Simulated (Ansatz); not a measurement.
Runs of Ansatz 0.2.0 on Ge. Symmetry: I4_1/amd, No. 141, tetragonal system. Conventional cell: a = 5.149 Å, b = 5.149 Å, c = 2.795 Å, α = 90.00°, β = 90.00°, γ = 90.00°. Ge (site symmetry -4m2) is surrounded by 6 Ge at 2.67 to 2.79 Å. This isn't the form of Ge at room conditions, which is diamond.

```tsv
task	level	spin	cell	k mesh	points for each segment of the path	gap on the mesh (eV)	pressure (GPa)	relaxed volume (Å³/atom)
band structure	LDA	off	as given	11 × 11 × 11	14	none	(b)	-
relaxation of cell and atoms	LDA	off	relaxed	11 × 11 × 11	-	-	0.0	17.94
band structure	LDA	SOC, no magnetisation	as given	8 × 8 × 8	14	none	-2.6	-
relaxation of cell and atoms	PBEsol	off	relaxed	11 × 11 × 11	-	-	0.0	18.38
band structure	PBEsol	off	as given	11 × 11 × 11	14	none	(a)	-
```

Alike in all rows: potentials or basis Ansatz PAW; cutoff (eV) 420; smearing fermi-dirac 0.05 eV.

Question: Estimate the missing entries.

Answer: (a) -0.6; (b) -2.5.

Caveats: the PAW data sets come from PBE, with cores solved anew for the run's functional, which leaves a small shift of forces and pressure; the plane-wave basis is chosen anew once the cell has moved, so the energies of steps on either side of that aren't comparable (some runs).

A k mesh can miss the band edges, and rows without SOC leave out spin-orbit coupling on Ge.

A gap of «none» marks a metal or a gap under the smearing width.

Runs at the PBE level aren't shown here.
